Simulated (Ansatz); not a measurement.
Here is an Ansatz 0.2.0 calculation.

File input.yaml:

```yaml
crystal:
  lattice:
    - [3.60640121, 0.0, 0.0]
    - [-1.8032006, 3.12323506, 0.0]
    - [0.0, 0.0, 3.57319416]
  atoms:
    - { symbol: Ga, position: [0.33333333, 0.66666667, 0.5] }
    - { symbol: As, position: [0.0, 0.0, 0.0] }
kpoints:
  mp_grid: { grid: [9, 9, 8] }
scf:
  occupations: { method: fermi_dirac, width: 0.05 }
hamiltonian:
  xc: pbe
  pseudopotentials: { kind: all_electron, lapw: { basis_error: 0.002 } }
output: {}
phonons:
  method: fd
  supercell: [1, 1, 1]
```

Potentials or basis: all-electron LAPW, scalar-relativistic.

Run with:

```sh
$ ansatz run input.yaml --threads 1 --pin off --max-ram 3072MiB --backend cpu --events-out ev --progress --plain --runs-dir out
```

(1) Predict the highest phonon frequency at Γ.

(2) Predict the band gap on the k mesh.

## Answers

(1) 120 cm⁻¹.

(2) none (metal or under the smearing width).

Caveat: a metal's response needs a denser mesh.
